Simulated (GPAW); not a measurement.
## KBr (Fm-3m): birefringence under uniaxial strain

Cubic KBr (Fm-3m) is strained along the cube axis z = [001] with x and y held fixed, and the static electronic response is computed along x and z.

Symmetry: Fm-3m, No. 225, cubic system. The conventional cell has a = 6.600 Å, b = 6.600 Å, c = 6.600 Å, α = 90.00°, β = 90.00°, γ = 90.00°. Around Br on site b lie 6 K at 3.30 Å. K on site a is surrounded by 6 Br at 3.30 Å.

Method: GPAW 26.7.0, PBE, RPA, k-mesh 9×9×9, local fields up to 50 eV, Lorentzian half width 0.15 eV.

Launch of the response step: `OMP_NUM_THREADS=1 python df.py`. The series took 13.2 min in all, its band step included, on 1 thread of Arm Neoverse V2, on a shared host.

| strain along z (%) | ε∞ along x | ε∞ along z | ε_z − ε_x |
| --- | --- | --- | --- |
| -2.0 | 2.3741 | 2.3859 | +0.0118 |
| -1.0 | 2.3652 | 2.3712 | +0.0060 |
| +0.0 | 2.3561 | 2.3561 | +0.0000 |
| +1.0 | ? | ? | ? |
| +2.0 | 2.3384 | 2.3271 | -0.0113 |
| +3.0 | 2.3297 | 2.3126 | -0.0171 |

To first order the splitting is linear in the strain, ε_z − ε_x = −ε² (p₁₁ − p₁₂) · strain.

Working, on the rows shown:

| x = strain | y = ε_z − ε_x |
| --- | --- |
| -0.02 | 0.0118 |
| -0.01 | 0.006 |
| 0 | 0 |
| 0.02 | -0.0113 |
| 0.03 | -0.0171 |

Means: x̄ = 0.004, ȳ = -0.00212. Σ(x − x̄)(y − ȳ) = -0.0009926, Σ(x − x̄)² = 0.00172. Slope = -0.0009926 / 0.00172 = -0.5771; intercept = ȳ − slope · x̄ = 0.00018837. The line misses the rows shown by at most 0.00019.

Problem. What does the fit predict for the withheld row, and how well does it do?

Solution. At x = 0.01 the line gives y = -0.0055826. The run gave -0.0057, so the interpolation is off by 0.00012, 0.4 % of the range in the table.

Between the rows on either side of x = 0 the slope is (-0.0057 − 0.006) / (0.01 − (-0.01)) = -0.585. So p₁₁ − p₁₂ = +0.58 / 2.36² = +0.105, and 1 % of strain gives n_z − n_x = -0.0019. These are long-wavelength values at fixed fractional positions; over small gaps they hang strongly on the gap. Excitons are left out; PBE gaps are as a rule too small. The values come from a sum over the points of one k-mesh and carry its error, which grows as the direct gap shrinks. Spin-orbit coupling is left out.
